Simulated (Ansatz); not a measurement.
# TiTe2: a single-point run

The task is a single-point run on TiTe2. The structure is shown as the input types it. The cell is built on a prototype (fluorite) and needn't be the phase found in nature.

Computed with Ansatz 0.2.0 (density functional or hybrid calculation with the settings of its input, plane waves (as first typed), unless a step's input says otherwise).

6 further runs of the same task are left out: 4 for a known fault of the program, 2 that didn't finish.

## Step 1: The system as given

Symmetry: Fm-3m, No. 225, cubic system. The conventional cell has a = 6.880 Å, b = 6.880 Å, c = 6.880 Å, α = 90.00°, β = 90.00°, γ = 90.00°. Ti (site symmetry m-3m) has 8 Te at 2.98 Å as nearest neighbours. Te (site symmetry -43m) is surrounded by 4 Ti at 2.98 Å.

The input asks for a charge of +0.1 e on the cell.

As a file:

```cif
data_structure
_symmetry_space_group_name_H-M 'P 1'
_symmetry_Int_Tables_number 1
_cell_length_a 4.8651
_cell_length_b 4.8651
_cell_length_c 4.8651
_cell_angle_alpha 60.000
_cell_angle_beta 60.000
_cell_angle_gamma 60.000
_cell_volume 81.42
loop_
_atom_site_label
_atom_site_type_symbol
_atom_site_fract_x
_atom_site_fract_y
_atom_site_fract_z
_atom_site_occupancy
Ti1 Ti 0.00000 0.00000 0.00000 1
Te1 Te 0.25000 0.25000 0.25000 1
Te2 Te 0.75000 0.75000 0.75000 1
```

## Step 2: Running it

Input file input.yaml:

```yaml
crystal:
  lattice:
    - [0.0, 3.4401227409, 3.4401227409]
    - [3.4401227409, 0.0, 3.4401227409]
    - [3.4401227409, 3.4401227409, 0.0]
  atoms:
    - { symbol: Ti, position: [0.0, 0.0, 0.0] }
    - { symbol: Te, position: [0.25, 0.25, 0.25] }
    - { symbol: Te, position: [0.75, 0.75, 0.75] }
kpoints:
  mp_grid: { grid: [4, 4, 4] }
hamiltonian:
  xc: pbe
scf:
  occupations: { method: fermi_dirac, width: 0.02 }
  n_extra_bands: 4
  max_iter: 93
output:
  forces: true
  stress: true
  eigenvalues: true
total_charge: 0.1
```

Command:

```sh
$ ansatz run input.yaml --threads 4 --pin off --max-ram 3686MiB --backend cpu --events-out ev --progress --plain --runs-dir out
```

**Question.** How will this run end, and is anything wrong with its input?

This run ends as converged. Convergence says nothing about whether the input makes sense.

Look at the input: total_charge is 0.1. The net charge is not the one intended, so the run treats another number of electrons.

Run again and compare: delete total_charge (the default then holds).
